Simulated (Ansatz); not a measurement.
# F (bcc type): how the settings move a relaxation

Question: which choices in the input matter for F (bcc type)?

Method: reference: DFT, PBE, PAW with Ansatz's default frozen-core files, scalar-relativistic, in Ansatz 0.2.0.

**1. The system as given**

The structure is cubic, space group Im-3m (No. 229). The conventional cell has a = 2.812 Å, b = 2.812 Å, c = 2.812 Å, α = 90.00°, β = 90.00°, γ = 90.00°. F (site symmetry m-3m) has 8 F at 2.44 Å as nearest neighbours.

As a file:

```
F
1.0
    -1.40625    1.40625    1.40625
     1.40625   -1.40625    1.40625
     1.40625    1.40625   -1.40625
F
1
Direct
  0.00000 0.00000 0.00000
```

**2. The reference run**

Input file input.yaml:

```yaml
crystal:
  lattice:
    - [-1.40625, 1.40625, 1.40625]
    - [1.40625, -1.40625, 1.40625]
    - [1.40625, 1.40625, -1.40625]
  atoms:
    - { symbol: F, position: [0.0, 0.0, 0.0] }
kpoints:
  mp_grid: { grid: [18, 18, 18] }
scf:
  occupations: { method: fermi_dirac, width: 0.05 }
hamiltonian:
  xc: pbe
  pseudopotentials: { kind: paw }
output:
  forces: true
  stress: true
relax:
  f_tol: 0.005
  max_steps: 80
  cell: {}
```

The run is started by

```bash
ansatz run input.yaml --threads 1 --pin off --max-ram 2048MiB --backend cpu --events-out ev --progress --plain --runs-dir out
```

**3. Variant: mp_grid.shift [0.5, 0.5, 0.5], n_extra_bands 4**

input.yaml, as its differences from that of step 2:

```diff
@@ -8,5 +8,6 @@
 kpoints:
-  mp_grid: { grid: [18, 18, 18] }
+  mp_grid: { grid: [18, 18, 18], shift: [0.5, 0.5, 0.5] }
 scf:
   occupations: { method: fermi_dirac, width: 0.05 }
+  n_extra_bands: 4
 hamiltonian:
```

Before running it: what results should come out? Wanted: for each run, ending; energy change; pressure; gap; force.

**Answer**, as computed:

| run | ending | energy change | pressure (GPa) | gap (eV) | force (eV/Å) | cycles | time |
| --- | --- | --- | --- | --- | --- | --- | --- |
| reference | converged | 0 | 0.0 | 0.00 | 0.00 | 35 | 4 s |
| 1: mp_grid.shift [0.5, 0.5, 0.5], n_extra_bands 4 | converged | -0.1 meV/atom | 0.0 | 0.00 | 0.00 | 35 | 4 s |

Changing the k-point mesh leaves the energy as it was (-0.1 meV/atom).
